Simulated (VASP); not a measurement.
## V: relaxation of cell and atoms with PBEsol

The system is V.

```
V
1.0
     2.60429    0.00000    0.00000
    -1.30215    2.25538    0.00000
     0.00000    0.00000    4.72334
V
2
Direct
  0.33333 0.66667 0.25000
  0.66667 0.33333 0.75000
```

This isn't the form of V at room conditions, which is bcc.

```json
{"Program": "VASP 6.6.1", "Task": "relaxation of cell and atoms", "Functional": "PBEsol", "Potentials or basis": "VASP PAW PBE potentials, release 64 (V_sv)", "Cutoff": "600 eV", "k mesh": "10 × 10 × 6", "Occupations": "fermi-dirac, width 0.05 eV", "Spin": "collinear spin, ferromagnetic start", "Starting moments": "[2.0, 2.0] μB", "Ladder": "gaps", "Further INCAR settings": "ALGO = Normal; EDIFF = 1e-07; IBRION = 2; EDIFFG = -0.01; NSW = 40; ISIF = 3"}
```

- Relaxed volume: 13.34 Å³/atom
- Relaxed cell: a = 2.572 Å, b = 2.572 Å, c = 4.656 Å, α = 90.00°, β = 90.00°, γ = 120.00°
- Space group after relaxing (to 0.05 Å): P6_3/mmc (No. 194)
- Energy gained by relaxing: 12.0 meV/atom
- Ionic steps: 6
- Pressure after relaxing: -0.1 GPa
- Band gap on the k mesh: none (metal or under the smearing width)
- Net moment: 0.00 μB per cell
- Valence electrons inside the program's atomic spheres: V 11.70

The path:
```csv
step,energy change (eV),largest force (eV/Å),pressure (GPa),volume (Å³)
1,0.0000,0.0000,-6.86,27.74
2,0.0122,0.0000,9.73,25.43
3,-0.0239,0.0000,-0.07,26.67
4,-0.0239,0.0000,0.07,26.65
5,-0.0240,0.0000,-0.08,26.67
6,-0.0240,0.0000,-0.06,26.67
```

Final structure:
```xyz
2
Lattice="2.5720 0.0000 0.0000 -1.2860 2.2274 0.0000 0.0000 0.0000 4.6558" Properties=species:S:1:pos:R:3 pbc="T T T"
V     0.0000    1.4849    1.1640
V     1.2860    0.7425    3.4919
```

Levels at points of the mesh, in eV from the Fermi level:
Spin up:
| k point | band 9 | band 10 | band 11 | band 12 | band 13 | band 14 | band 15 | band 16 | band 17 | band 18 |
| --- | --- | --- | --- | --- | --- | --- | --- | --- | --- | --- |
| (0.00, 0.00, 0.00) | -6.95 | -3.53 | -0.60 | -0.13 | 0.33 | 0.33 | 0.67 | 0.67 | 1.91 | 1.91 |
| (0.50, 0.00, 0.00) | -3.08 | -2.95 | -2.86 | -0.38 | -0.13 | 0.34 | 0.62 | 3.12 | 3.70 | 3.82 |
| (0.00, 0.00, 0.50) | -5.12 | -5.12 | -1.05 | -1.05 | 0.37 | 0.37 | 0.37 | 0.37 | 2.63 | 2.63 |
| (0.50, 0.00, 0.50) | -3.40 | -3.40 | -1.89 | -1.89 | 1.72 | 1.72 | 1.75 | 1.75 | 3.77 | 3.77 |
Spin down:
```
           k point  band 9  band 10  band 11  band 12  band 13  band 14  band 15  band 16  band 17  band 18
(0.00, 0.00, 0.00)   -6.95    -3.53    -0.60    -0.13     0.33     0.33     0.67     0.67     1.91     1.91
(0.50, 0.00, 0.00)   -3.08    -2.95    -2.86    -0.38    -0.13     0.34     0.62     3.12     3.70     3.82
(0.00, 0.00, 0.50)   -5.12    -5.12    -1.05    -1.05     0.37     0.37     0.37     0.37     2.63     2.63
(0.50, 0.00, 0.50)   -3.40    -3.40    -1.89    -1.89     1.72     1.72     1.75     1.75     3.77     3.77
```

Wall time 93 s on 1 thread of Intel(R) Xeon(R) 6975P-C (Granite Rapids) (shared host), peak memory 0.21 GiB.

Caveat: the PAW data sets were made with another functional, which shifts forces and pressure a little.
